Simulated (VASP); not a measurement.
# C (Fd-3m) in VASP: notebook, part 2 of 2

VASP 6.6.1. Earlier steps stand in the parts before.

## Step 4: Single point, LDA (grid = ENCUT=400 dk=0.35 cell=2x2x2 ISMEAR=0 SIGMA=0.05 LREAL=Auto EDIFF=1e-06)

Contents of INCAR:

```
SYSTEM = C
  ALGO = Fast
  EDIFF = 1E-6
  ENCUT = 400
  GGA = CA
  ISIF = 2
  ISMEAR = 0
  LASPH = .True.
  LCHARG = .False.
  LREAL = Auto
  LWAVE = .False.
  NBANDS = 38
  NELM = 120
  PREC = Accurate
  SIGMA = 0.05
```

Contents of KPOINTS:

```
k-points
0
Gamma
  5 5 5
  0 0 0
```

Contents of POSCAR:

```
C
1.0
    0.0000000000      3.5667400000      3.5667400000
    3.5667400000      0.0000000000      3.5667400000
    3.5667400000      3.5667400000      0.0000000000
C
15
Direct
    0.3750000000      0.3750000000      0.8750000000
    0.3750000000      0.8750000000      0.3750000000
    0.3750000000      0.8750000000      0.8750000000
    0.8750000000      0.3750000000      0.3750000000
    0.8750000000      0.3750000000      0.8750000000
    0.8750000000      0.8750000000      0.3750000000
    0.8750000000      0.8750000000      0.8750000000
    0.2500000000      0.2500000000      0.2500000000
    0.2500000000      0.2500000000      0.7500000000
    0.2500000000      0.7500000000      0.2500000000
    0.2500000000      0.7500000000      0.7500000000
    0.7500000000      0.2500000000      0.2500000000
    0.7500000000      0.2500000000      0.7500000000
    0.7500000000      0.7500000000      0.2500000000
    0.7500000000      0.7500000000      0.7500000000
```

Potentials or basis: VASP PAW LDA potentials, release 64 (C).

Started as:

```console
$ cat potpaw_LDA.64/C/POTCAR > POTCAR
$ mpirun -np 1 vasp_std > vasp.out
```

OUTCAR:

```text
SYSTEM = C
   EDIFF = 1E-6
   ENCUT = 400
   GGA = CA
   ISIF = 2
   ISMEAR = 0
   LASPH = .True.
   LREAL = Auto
   NELM = 120
   PREC = Accurate

 Found     10 irreducible k-points:

 Following reciprocal coordinates:
            Coordinates               Weight
  0.000000  0.000000  0.000000      1.000000
  0.200000  0.000000  0.000000      8.000000
  0.400000  0.000000  0.000000      8.000000
  0.200000  0.200000  0.000000      6.000000
  0.400000  0.200000  0.000000     24.000000
 -0.400000  0.200000  0.000000     24.000000
   k-points           NKPTS =     10   k-points in BZ     NKDIM =     10   number of bands    NBANDS=     38
   number of dos      NEDOS =    301   number of ions     NIONS =     15
   total plane-waves  NPLWV =  46656
   dimension x,y,z NGX =    36 NGY =   36 NGZ =   36
   dimension x,y,z NGXF=    72 NGYF=   72 NGZF=   72
   ions per type =              15
   NGX,Y,Z   is equivalent  to a cutoff of  11.86, 11.86, 11.86 a.u.
   NGXF,Y,Z  is equivalent  to a cutoff of  23.73, 23.73, 23.73 a.u.
 SYSTEM =  C
   PREC   = accura    normal or accurate (medium, high low for compatibility)
   ISTART =      0    job   : 0-new  1-cont  2-samecut
   ICHARG =      2    charge: 1-file 2-atom 10-const
   ISPIN  =      1    spin polarized calculation?
   LNONCOLLINEAR =      F non collinear calculations
   LSORBIT =      F    spin-orbit coupling
   LASPH  =      T    aspherical Exc in radial PAW
   ENCUT  =  400.0 eV  29.40 Ry    5.42 a.u.   8.23  8.23  8.23*2*pi/ulx,y,z
   NELM   =    120;   NELMIN=  2; NELMDL= -5     # of ELM steps
   EDIFF  = 0.1E-05   stopping-criterion for ELM
   LREAL  =      T    real-space projection
   EDIFFG = 0.1E-04   stopping-criterion for IOM
   NSW    =      0    number of steps for IOM
   IBRION =     -1    ionic relax: 0-MD 1-quasi-New 2-CG
   NFREE  =      0    steps in history (QN), initial steepest desc. (CG)
   ISIF   =      2    stress and relaxation
   ISYM   =      2    0-nonsym 1-usesym 2-fastsym
   POTIM  = 0.5000    time-step for ionic-motion
   TEBEG  =    0.0;   TEEND  =   0.0 temperature during run
   PSTRESS=    0.0 pullay stress
   NELECT =      60.0000    total number of electrons
   NUPDOWN=      -1.0000    fix difference up-down
   EMIN   =  10.00;   EMAX   =-10.00  energy-range for DOS
   EFERMI =   0.00;   METHOD = LEGACY
   ISMEAR =     0;   SIGMA  =   0.05  broadening in eV -4-tet -1-fermi 0-gaus
   EFERMI_NEDOS =   21; number of points for ismear=-14 and -15
   IALGO  =     68    algorithm
   IMIX   =      4    mixing-type and parameters
     AMIX     =   0.40;   BMIX     =  1.00
     AMIX_MAG =   1.60;   BMIX_MAG =  1.00
  volume/ion in A,a.u.               =       6.05        40.83
  Fermi-wavevector in a.u.,A,eV,Ry     =   1.426189  2.695107 27.674461  2.034016
  Thomas-Fermi vector in A             =   2.546493
   LORBIT       =      0    0 simple, 1 ext, 2 COOP (PROOUT), +10 PAW based schemes
   GGA     = CA    functional components
   LHFCALC =     F    Hartree Fock is set to
   AEXX    =    0.0000 exact exchange contribution
   IVDW    =     0    specifies the selected vdW correction
   LEPSILON=     F    determine dielectric tensor
   LRPA    =     F    only Hartree local field effects (RPA)
 non-spin polarized calculation
 RMM-DIIS sequential band-by-band and
 Gauss-broadening in eV      SIGMA  =   0.05
  energy-cutoff  :      400.00
  volume of cell :       90.75
 maximum number of plane-waves:      1654
 NGX is ok and might be reduce to    36
   NGX = 17   NGY = 17   NGZ = 17

 number of electron      60.0000022 magnetization

 Free energy of the ion-electron system (eV)
  ---------------------------------------------------
  ext. energy  EPLUGINS =         0.00000000
  ---------------------------------------------------
  free energy    TOTEN  =      -145.65940353 eV

  energy without entropy =     -145.65518435  energy(sigma->0) =     -145.65729394

 E-fermi :   9.7398     XC(G=0): -13.1873

 val. band max:        9.6876477953   @ k =  -0.4000   0.4000   0.0000
 cond. band min:       9.7748955712   @ k =  -0.4000   0.4000   0.2000
 fundamental gap:      0.0872477759
 Fermi energy:         9.7397553773

 k-point     1 :       0.0000    0.0000    0.0000
  band No.  band energies     occupation
      1     -12.0652      2.00000
      2      -6.5707      2.00000
      3      -6.5707      2.00000
      4      -6.5707      2.00000
      5      -5.7702      2.00000
      6      -4.3873      2.00000
[... 30 lines left out ...]
     37      13.9498      0.00000
     38      14.6756      0.00000

 k-point     2 :       0.2000    0.0000    0.0000
  band No.  band energies     occupation
      1     -11.8005      2.00000
      2      -7.9225      2.00000
      3      -6.6022      2.00000
      4      -6.6022      2.00000
      5      -6.1016      2.00000
      6      -5.0167      2.00000
[... 30 lines left out ...]
     37      15.2684      0.00000
     38      15.7416      0.00000

 k-point     3 :       0.4000    0.0000    0.0000
  band No.  band energies     occupation
      1     -11.0363      2.00000
      2      -9.6081      2.00000
      3      -6.5109      2.00000
      4      -6.5109      2.00000
      5      -6.4095      2.00000
      6      -5.8850      2.00000
[... 30 lines left out ...]
     37      15.7830      0.00000
     38      16.2001      0.00000

 k-point     4 :       0.2000    0.2000    0.0000
  band No.  band energies     occupation
      1     -11.7121      2.00000
      2      -7.3240      2.00000
      3      -7.1339      2.00000
      4      -7.1339      2.00000
      5      -6.8942      2.00000
      6      -5.4435      2.00000
[... 30 lines left out ...]
     37      15.3140      0.00000
     38      15.5067      0.00000

 k-point     5 :       0.4000    0.2000    0.0000
  band No.  band energies     occupation
      1     -11.1066      2.00000
      2      -8.9083      2.00000
      3      -7.7390      2.00000
      4      -7.3023      2.00000
      5      -6.7210      2.00000
      6      -5.4154      2.00000
[... 30 lines left out ...]
     37      16.5133      0.00000
     38      17.0387      0.00000

 k-point     6 :      -0.4000    0.2000    0.0000
  band No.  band energies     occupation
      1     -10.5008      2.00000
      2      -9.8252      2.00000
      3      -8.1846      2.00000
      4      -7.0136      2.00000
      5      -6.5162      2.00000
      6      -5.2797      2.00000
[... 30 lines left out ...]
     37      16.3205      0.00000
     38      16.3862      0.00000

 [... further k-points ...]

------------------------ aborting loop because EDIFF is reached ----------------------------------------

  FORCE on cell =-STRESS in cart. coord.  units (eV):
  Direction    XX          YY          ZZ          XY          YZ          ZX
  --------------------------------------------------------------------------------------
  -------------------------------------------------------------------------------------
  Total      -11.7693372    -11.7693372    -11.7693372     -0.0000000     -0.0000000      0.0000000
  in kB     -207.7869344   -207.7869344   -207.7869344     -0.0000000     -0.0000000      0.0000000
  external PRESSURE =    -207.7869344 kB  Pullay stress =       0.0000000 kB

 VOLUME and BASIS-vectors are now :
 -----------------------------------------------------------------------------
  energy-cutoff  :      400.00
  volume of cell :       90.75
      direct lattice vectors                 reciprocal lattice vectors
     0.000000000  3.566740000  3.566740000    -0.140184034  0.140184034  0.140184034
     3.566740000  0.000000000  3.566740000     0.140184034 -0.140184034  0.140184034
     3.566740000  3.566740000  0.000000000     0.140184034  0.140184034 -0.140184034

 POSITION                                       TOTAL-FORCE (eV/Angst)
 -----------------------------------------------------------------------------------
      4.45843      4.45843      2.67505        -0.000000     -0.000000      0.722149
      4.45843      2.67505      4.45843        -0.000000      0.722149     -0.000000
      6.24179      4.45843      4.45843        -0.722149     -0.000000     -0.000000
      2.67505      4.45843      4.45843         0.722149     -0.000000     -0.000000
      4.45843      6.24179      4.45843        -0.000000     -0.722149     -0.000000
      4.45843      4.45843      6.24179        -0.000000     -0.000000     -0.722149
      6.24179      6.24179      6.24179        -0.000000     -0.000000     -0.000000
      1.78337      1.78337      1.78337        -1.855621     -1.855621     -1.855621
      3.56674      3.56674      1.78337         1.855621      1.855621     -1.855621
      3.56674      1.78337      3.56674         1.855621     -1.855621      1.855621
      5.35011      3.56674      3.56674         0.040948     -0.040948     -0.040948
      1.78337      3.56674      3.56674        -1.855621      1.855621      1.855621
      3.56674      5.35011      3.56674        -0.040948      0.040948     -0.040948
      3.56674      3.56674      5.35011        -0.040948     -0.040948      0.040948
      5.35011      5.35011      5.35011         0.040948      0.040948      0.040948
 -----------------------------------------------------------------------------------
    total drift:                                0.000000      0.000000      0.000000

  FREE ENERGIE OF THE ION-ELECTRON SYSTEM (eV)
  ---------------------------------------------------
  free  energy   TOTEN  =      -145.6594035277 eV

  energy  without entropy=     -145.6551843464  energy(sigma->0) =     -145.65729394
```

Wall time 68 s (1 thread of Intel Xeon Platinum 8259CL at 2.50GHz (Skylake/Cascade Lake), shared host); peak memory 0.17 GiB.

The run converged, but some of its settings lie outside the range that counts as converged, so its numbers aren't taken as properties of the crystal.

What came out:

```
Free energy            : -145.6594 eV
Largest force          : 3.214 eV/Å
Band gap on the k mesh : none (metal or under the smearing width)
```

Caveat: the cutoff is under 1.25 times the usual one of these potentials, so pressure, stress and relaxed cells hold a basis-set (Pulay) error.

## Step 5: Single point, LDA (grid = ENCUT=650 dk=0.45 cell=2x2x2 ISMEAR=0 SIGMA=0.05 LREAL=Auto EDIFF=1e-06)

Edit INCAR of step 4 so:

```diff
@@ -3,3 +3,3 @@
   EDIFF = 1E-6
-  ENCUT = 400
+  ENCUT = 650
   GGA = CA
```

Contents of KPOINTS:

```
k-points
0
Gamma
  4 4 4
  0 0 0
```

POSCAR is that of step 4.

Potentials or basis: VASP PAW LDA potentials, release 64 (C).

Started as:

```console
$ cat potpaw_LDA.64/C/POTCAR > POTCAR
$ mpirun -np 1 vasp_std > vasp.out
```

OUTCAR:

```text
SYSTEM = C
   EDIFF = 1E-6
   ENCUT = 650
   GGA = CA
   ISIF = 2
   ISMEAR = 0
   LASPH = .True.
   LREAL = Auto
   NELM = 120
   PREC = Accurate

 Found      8 irreducible k-points:

 Following reciprocal coordinates:
            Coordinates               Weight
  0.000000  0.000000  0.000000      1.000000
  0.250000  0.000000  0.000000      8.000000
  0.500000  0.000000  0.000000      4.000000
  0.250000  0.250000  0.000000      6.000000
  0.500000  0.250000  0.000000     24.000000
 -0.250000  0.250000  0.000000     12.000000
   k-points           NKPTS =      8   k-points in BZ     NKDIM =      8   number of bands    NBANDS=     38
   number of dos      NEDOS =    301   number of ions     NIONS =     15
   total plane-waves  NPLWV =  74088
   dimension x,y,z NGX =    42 NGY =   42 NGZ =   42
   dimension x,y,z NGXF=    84 NGYF=   84 NGZF=   84
   ions per type =              15
[... 315 lines left out ...]

 [... further k-points ...]

------------------------ aborting loop because EDIFF is reached ----------------------------------------

  FORCE on cell =-STRESS in cart. coord.  units (eV):
  Direction    XX          YY          ZZ          XY          YZ          ZX
  --------------------------------------------------------------------------------------
  -------------------------------------------------------------------------------------
  Total      -10.2053403    -10.2053403    -10.2053403     -0.0000000     -0.0000000      0.0000000
  in kB     -180.1746635   -180.1746635   -180.1746635     -0.0000000     -0.0000000      0.0000000
  external PRESSURE =    -180.1746635 kB  Pullay stress =       0.0000000 kB

 VOLUME and BASIS-vectors are now :
 -----------------------------------------------------------------------------
  energy-cutoff  :      650.00
  volume of cell :       90.75
      direct lattice vectors                 reciprocal lattice vectors
     0.000000000  3.566740000  3.566740000    -0.140184034  0.140184034  0.140184034
     3.566740000  0.000000000  3.566740000     0.140184034 -0.140184034  0.140184034
     3.566740000  3.566740000  0.000000000     0.140184034  0.140184034 -0.140184034

 POSITION                                       TOTAL-FORCE (eV/Angst)
 -----------------------------------------------------------------------------------
      4.45843      4.45843      2.67505        -0.000000     -0.000000      0.692981
      4.45843      2.67505      4.45843        -0.000000      0.692981     -0.000000
      6.24179      4.45843      4.45843        -0.692981     -0.000000     -0.000000
      2.67505      4.45843      4.45843         0.692981     -0.000000     -0.000000
      4.45843      6.24179      4.45843        -0.000000     -0.692981     -0.000000
      4.45843      4.45843      6.24179        -0.000000     -0.000000     -0.692981
      6.24179      6.24179      6.24179        -0.000000     -0.000000     -0.000000
      1.78337      1.78337      1.78337        -1.871717     -1.871717     -1.871717
      3.56674      3.56674      1.78337         1.871717      1.871717     -1.871717
      3.56674      1.78337      3.56674         1.871717     -1.871717      1.871717
      5.35011      3.56674      3.56674         0.047304     -0.047304     -0.047304
      1.78337      3.56674      3.56674        -1.871717      1.871717      1.871717
      3.56674      5.35011      3.56674        -0.047304      0.047304     -0.047304
      3.56674      3.56674      5.35011        -0.047304     -0.047304      0.047304
      5.35011      5.35011      5.35011         0.047304      0.047304      0.047304
 -----------------------------------------------------------------------------------
    total drift:                               -0.000002     -0.000002     -0.000002

  FREE ENERGIE OF THE ION-ELECTRON SYSTEM (eV)
  ---------------------------------------------------
  free  energy   TOTEN  =      -145.5436060724 eV

  energy  without entropy=     -145.5379315288  energy(sigma->0) =     -145.54076880
```

stdout:

```text
POSCAR found type information on POSCAR C
 POSCAR found :  1 types and      15 ions
 scaLAPACK will be used
 LDA part: xc-table for (Slater(with rela. corr.)+CA(PZ))
 , standard interpolation
 POSCAR, INCAR and KPOINTS ok, starting setup
 FFT: planning ... GRIDC
 FFT: planning ... GRID_SOFT
 FFT: planning ... GRID
 WAVECAR not read
 entering main loop
```

Run time: 66 s. Hardware: 1 thread of Intel Xeon Platinum 8259CL at 2.50GHz (Skylake/Cascade Lake), shared host; peak memory 0.2 GiB.

The run converged, but some of its settings lie outside the range that counts as converged, so its numbers aren't taken as properties of the crystal.

Results:

```yaml
Free_energy: -145.5436 eV
Pressure: -18.0 GPa
Largest_force: 3.242 eV/Å
Band_gap_on_the_k_mesh: none (metal or under the smearing width)
```

Caveat: the k mesh is coarse (spacing up to 0.38 Å⁻¹), so the values aren't converged.

## Step 6: The reference run

An earlier run on the cell as given: functional PBE; potentials or basis VASP PAW PBE potentials, release 64 (C); cutoff 520 eV; k mesh 13 × 13 × 13; occupations fermi-dirac, width 0.05 eV; no spin polarisation.

* Pressure: 2.5 GPa
* Band gap on the k mesh: 4.14 eV, indirect (least direct gap 5.59 eV)
